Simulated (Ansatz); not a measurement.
# MgO: the cost of one run

Computed with Ansatz 0.2.0 (DFT r2SCAN, scalar-relativistic, plane waves, PAW, unless a step's input says otherwise).

1 further run of the same task is left out (it didn't finish).

## (1) The structure to begin with

It takes space group P6_3/mmc (No. 194, hexagonal). Conventional cell: a = 3.484 Å, b = 3.484 Å, c = 4.186 Å, α = 90.00°, β = 90.00°, γ = 120.00°. Mg (site symmetry -6m2) has 5 O at 2.01 to 2.09 Å as nearest neighbours. Around O (site symmetry -6m2) lie 5 Mg at 2.01 to 2.09 Å.

Coordinates:

```cif
data_structure
_symmetry_space_group_name_H-M 'P 1'
_symmetry_Int_Tables_number 1
_cell_length_a 3.4841
_cell_length_b 3.4841
_cell_length_c 4.1857
_cell_angle_alpha 90.000
_cell_angle_beta 90.000
_cell_angle_gamma 120.000
_cell_volume 44.00
loop_
_atom_site_label
_atom_site_type_symbol
_atom_site_fract_x
_atom_site_fract_y
_atom_site_fract_z
_atom_site_occupancy
Mg1 Mg 0.66667 0.33333 0.75000 1
Mg2 Mg 0.33333 0.66667 0.25000 1
O1 O 0.66667 0.33333 0.25000 1
O2 O 0.33333 0.66667 0.75000 1
```

It goes back to an entry of the Materials Project, which need not be the stable form.

This cell was relaxed beforehand with the same method: volume 11.00 Å³/atom, gap on the mesh 4.09 eV.

## (2) Zero of energy

The reference gives a free energy of -4996.4219 eV, pressure 0.02 GPa, largest force 0.000 eV/Å and gap on the mesh 4.09 eV. It was computed beforehand with the settings of the runs below.

## (3) Setting up a one-atom displacement scan

Atom 3 (O) is moved by x along the Cartesian unit vector (0.000, -0.693, -0.721); the cell and all other atoms stay fixed. Forces below are components along that vector, summed over the moved atoms. In a periodic cell its images move with it.

## (4) Point x = -0.300 Å

input.yaml

```yaml
crystal:
  lattice:
    - [3.4841042127, 0.0, 0.0]
    - [-1.7420521064, 3.0173227576, 0.0]
    - [0.0, 0.0, 4.1856875957]
  atoms:
    - { symbol: Mg, position: [0.6666666667, 0.3333333333, 0.75] }
    - { symbol: Mg, position: [0.3333333333, 0.6666666667, 0.25] }
    - { symbol: O, position: [0.701116011, 0.402232022, 0.3016740165] }
    - { symbol: O, position: [0.3333333333, 0.6666666667, 0.75] }
basis:
  ecutwfc: 500
kpoints:
  mp_grid: { grid: [6, 6, 6] }
hamiltonian:
  xc: r2scan
scf:
  occupations: { method: gaussian, width: 0.05 }
output:
  forces: true
  stress: true
  eigenvalues: true
```

Command:

```console
$ ansatz run input.yaml --threads 1 --pin off --max-ram 2560MiB --backend cpu --events-out ev --progress --plain --runs-dir out
```

**Question.** How long does this run take on 1 thread of Arm Neoverse V2, shared host, and how much memory does it need?

About 12 s, with a peak of 0.44 GiB.
